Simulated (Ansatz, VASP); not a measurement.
Two plane-wave programs on SnSe2

Contents of INCAR:

```
SYSTEM = SnSe2
PREC     = Accurate       ! precision mode
ENCUT    = 520            ! plane-wave cutoff, eV
EDIFF    = 1E-6           ! SCF threshold, eV
ISMEAR   = 0              ! smearing method
SIGMA    = 0.02           ! smearing width, eV
LREAL    = .False.        ! projectors in reciprocal space
LASPH    = .True.         ! aspherical terms in the spheres
NELM     = 80             ! most SCF steps
ALGO     = Fast           ! electronic algorithm
ISIF     = 2              ! what is computed and relaxed
LWAVE    = .False.        ! write WAVECAR
LCHARG   = .True.         ! write CHGCAR
GGA      = PE             ! functional
LELF     = .True.         ! ELF
```

The input KPOINTS:

```
regular mesh
0
Gamma
  8 8 5
  0 0 0
```

File POSCAR:

```
SnSe2
1.0
    3.8110000000      0.0000000000      0.0000000000
   -1.9055000000      3.3004228138      0.0000000000
    0.0000000000      0.0000000000      6.1360000000
Sn Se
1 2
Direct
    0.0000000000      0.0000000000      0.0000000000
    0.6666666667      0.3333333333      0.7510000000
    0.3333333333      0.6666666667      0.2490000000
```

File input.yaml:

```yaml
crystal:
  lattice:
    - [3.811, 0.0, 0.0]
    - [-1.9055, 3.3004228138, 0.0]
    - [0.0, 0.0, 6.136]
  atoms:
    - { symbol: Sn, position: [0.0, 0.0, 0.0] }
    - { symbol: Se, position: [0.6666666667, 0.3333333333, 0.751] }
    - { symbol: Se, position: [0.3333333333, 0.6666666667, 0.249] }
hamiltonian:
  xc: pbe
  pseudopotentials: { kind: paw }
kpoints:
  mp_grid: { grid: [8, 8, 5] }
scf:
  occupations: { method: gaussian, width: 0.02 }
output:
  forces: true
  stress: true
  eigenvalues: true
```

Alike in both runs: functional PBE; k mesh 8 × 8 × 5; occupations gaussian, width 0.02 eV; no spin polarisation.

```csv
,VASP,Ansatz
version,VASP 6.6.1,Ansatz 0.2.0
potentials or method,"VASP PAW PBE potentials, release 64 (Sn_d, Se)",Ansatz PAW
plane-wave cutoff (eV),520,420
valence electrons in the cell,26,46
task,electron localisation function,single point
```

```csv
,VASP,Ansatz,Ansatz less VASP
gap on the k mesh at the Fermi level (eV),0.81,0.81,+0.005
least direct gap on the mesh (eV),1.09,1.10,+0.011
pressure (GPa),5.6,5.5,-0.08
largest component of the traceless stress (GPa),1.00,1.00,-0.003
rms of the force components (eV/Å),0.379,0.371,-0.0077
```

Atom by atom the forces differ by 0.008 eV/Å (rms over components). The two sets of potentials don't hold the same shells in valence.

Caveats: spin-orbit coupling is left out, which moves the levels of the heavy elements; this functional lacks dispersion, which binds the layers, so the pressure and a relaxed spacing across them are unreliable; an odd mesh through Γ misses points on the zone boundary, where band edges often lie (VASP); odd divisions of the mesh miss points on the zone boundary, where band edges often lie, so the gap on the mesh can be too wide (Ansatz).
